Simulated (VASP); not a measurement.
All values below come from PBE GGA, VASP's PBE PAW potentials (set 64) (plane waves; VASP 6.6.1).

VASP input:

**INCAR**
```
SYSTEM = ZrO2
PREC = Accurate; ENCUT = 520; LREAL = .FALSE.
LASPH = .TRUE.
EDIFF = 1E-6; NELM = 100; ALGO = Normal
LMAXMIX = 4
ISMEAR = 0; SIGMA = 0.05
GGA = PE
ISIF = 2
LWAVE = .FALSE.; LCHARG = .FALSE.
```

File POSCAR:
```
ZrO2
1
    0.0000000000     2.5959000000     2.5959000000
    2.5959000000     0.0000000000     2.5959000000
    2.5959000000     2.5959000000     0.0000000000
Zr O
1 2
Direct
  0.0000000000   0.0000000000   0.0000000000
  0.2500000000   0.2500000000   0.2500000000
  0.7500000000   0.7500000000   0.7500000000
```

### KPOINTS
```
Automatic mesh
0
Gamma
1 1 1
0 0 0
```

POTCAR, in this order: Zr_sv O (PBE.64 set). Program: vasp_std.

Output

OSZICAR:
```
       N       E                     dE             d eps       ncg     rms          rms(c)
DAV:   1     0.177011137810E+03    0.17701E+03   -0.14392E+04    32   0.152E+03
DAV:   2    -0.298912968702E+02   -0.20690E+03   -0.20534E+03    40   0.369E+02
DAV:   3    -0.364369390165E+02   -0.65456E+01   -0.65356E+01    64   0.670E+01
DAV:   4    -0.364630696023E+02   -0.26131E-01   -0.26131E-01    32   0.408E+00
DAV:   5    -0.364634021007E+02   -0.33250E-03   -0.33250E-03    48   0.330E-01    0.300E+01
DAV:   6    -0.294946029758E+02    0.69688E+01   -0.36192E+01    32   0.385E+01    0.116E+01
DAV:   7    -0.294457589456E+02    0.48844E-01   -0.56284E-01    40   0.702E+00    0.564E+00
DAV:   8    -0.294758854739E+02   -0.30127E-01   -0.16005E-01    48   0.387E+00    0.577E-01
DAV:   9    -0.294822387366E+02   -0.63533E-02   -0.18216E-02    40   0.126E+00    0.303E-01
DAV:  10    -0.294818718445E+02    0.36689E-03   -0.19458E-03    32   0.390E-01    0.550E-02
DAV:  11    -0.294818031728E+02    0.68672E-04   -0.12696E-04    32   0.121E-01    0.313E-02
DAV:  12    -0.294818020229E+02    0.11499E-05   -0.13646E-05    48   0.315E-02    0.374E-03
DAV:  13    -0.294818024830E+02   -0.46006E-06   -0.76749E-07    24   0.805E-03
   1 F= -.29481802E+02 E0= -.29481802E+02  d E =-.681428E-13
```

OUTCAR:
```
------------------------ aborting loop because EDIFF is reached ----------------------------------------
  FORCE on cell =-STRESS in cart. coord.  units (eV):
  Direction    XX          YY          ZZ          XY          YZ          ZX
  --------------------------------------------------------------------------------------
  Total       -7.2413805     -7.2413805     -7.2413805      0.0000000      0.0000000      0.0000000
  in kB     -331.6179857   -331.6179857   -331.6179857      0.0000000      0.0000000      0.0000000
  external PRESSURE =    -331.6179857 kB  Pullay stress =       0.0000000 kB
  volume of cell :       34.99
      direct lattice vectors                 reciprocal lattice vectors
     0.000000000  2.595900000  2.595900000    -0.192611426  0.192611426  0.192611426
     2.595900000  0.000000000  2.595900000     0.192611426 -0.192611426  0.192611426
     2.595900000  2.595900000  0.000000000     0.192611426  0.192611426 -0.192611426
 POSITION                                       TOTAL-FORCE (eV/Angst)
 -----------------------------------------------------------------------------------
      0.00000      0.00000      0.00000        -0.000000      0.000000     -0.000000
      1.29795      1.29795      1.29795        -0.000000     -0.000000     -0.000000
      3.89385      3.89385      3.89385         0.000000      0.000000      0.000000
 -----------------------------------------------------------------------------------
    total drift:                                0.000000      0.000000      0.000000
  FREE ENERGIE OF THE ION-ELECTRON SYSTEM (eV)
  ---------------------------------------------------
  free  energy   TOTEN  =       -29.4818024830 eV

  energy  without entropy=      -29.4818024830  energy(sigma->0) =      -29.48180248
```
(Selected blocks of OUTCAR.)

The compound is ZrO2 in the fluorite structure, the high-temperature cubic form, which is unstable at 0 K; the monoclinic form is the stable one. The cell was not relaxed at this level. The k-mesh is coarse (spacing up to 2.10 per Å, 2π included), so the numbers may not be converged in it.
